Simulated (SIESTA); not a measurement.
A run of SIESTA 5.4.2 is set up as follows.

CdS.fdf

```
SystemName                      Greenockite
SystemLabel                     CdS
NumberOfSpecies                 2
NumberOfAtoms                   4
%block ChemicalSpeciesLabel
  1  48 Cd
  2  16 S
%endblock ChemicalSpeciesLabel

LatticeConstant                 1.0 Ang
%block LatticeVectors
     4.1500000000     0.0000000000     0.0000000000
    -2.0750000000     3.5940054257     0.0000000000
     0.0000000000     0.0000000000     6.7370000000
%endblock LatticeVectors
AtomicCoordinatesFormat         Fractional
%block AtomicCoordinatesAndAtomicSpecies
     0.6666666667     0.3333333333     0.5000000000  1  Cd
     0.3333333333     0.6666666667     0.0000000000  1  Cd
     0.6666666667     0.3333333333     0.8750000000  2  S
     0.3333333333     0.6666666667     0.3750000000  2  S
%endblock AtomicCoordinatesAndAtomicSpecies

%block kgrid.MonkhorstPack
    7   0   0  0.0
    0   7   0  0.0
    0   0   4  0.0
%endblock kgrid.MonkhorstPack
XC.Functional                   GGA
XC.Authors                      PBE
PAO.BasisSize                   TZDP
PAO.EnergyShift                 0.01 Ry
Mesh.Cutoff                     800 Ry
OccupationFunction              FD
ElectronicTemperature           0.05 eV
MaxSCFIterations                120
SCF.MustConverge                false
SCF.Mixer.Method                Pulay
SCF.Mixer.Weight                0.25
SCF.Mixer.History               8
SCF.DM.Tolerance                5.0e-05
SCF.H.Tolerance                 1.0e-03 eV
WriteForces                     true
Charge.Mulliken                 end
BandLinesScale                  ReciprocalLatticeVectors
%block BandLines
    1    0.000000   0.000000   0.000000  \Gamma
   11    0.500000   0.000000   0.000000  M
    7    0.333333   0.333333   0.000000  K
   13    0.000000   0.000000   0.000000  \Gamma
    6    0.000000   0.000000   0.500000  A
   11    0.500000   0.000000   0.500000  L
    7    0.333333   0.333333   0.500000  H
   13    0.000000   0.000000   0.500000  A
    1    0.500000   0.000000   0.500000  L
    6    0.500000   0.000000   0.000000  M
    1    0.333333   0.333333   0.000000  K
    6    0.333333   0.333333   0.500000  H
%endblock BandLines
%block PAO.PolarizationScheme
  Cd non-perturbative
  S non-perturbative
%endblock PAO.PolarizationScheme
```

Potentials or basis: PseudoDojo 0.4 standard (PBE files), TZDP (energy shift 0.01 Ry).

Command:

```console
$ siesta CdS.fdf > CdS.out 2>&1
```

(1) Predict the pressure.

(2) Estimate the largest force.

(3) Predict the band gap along the path.

(4) Estimate the band gap on the k mesh.

Results:

(1) -0.5 GPa.

(2) 0.054 eV/Å.

(3) 1.35 eV, direct.

(4) 1.35 eV, direct.

Caveat: semicore shells carry a single zeta, which can move pressures by several GPa and volumes by a few percent; the basis of atomic orbitals isn't converged, which shifts pressures, moduli and gaps.

**Measured values to compare with.**

“Isotope dependence of band-gap energy”, 2008, arxiv:0807.2152 quotes, for a bulk crystal of CdS: band gap 2.5809 ± 0.0002 eV.

Measured gap of CdS: 2.5809 eV (quoted in “Isotope dependence of band-gap energy”, 2008, arxiv:0807.2152). This calculation gives 1.35 eV (-1.23 eV). Spin-orbit coupling on Cd is left out. The value is that of PBE in an atomic basis (PseudoDojo 0.4 standard (PBE files), TZDP (energy shift 0.01 Ry)), whose error adds to the functional's,, without temperature or zero-point motion. Semilocal functionals fall short of measured gaps as a rule.
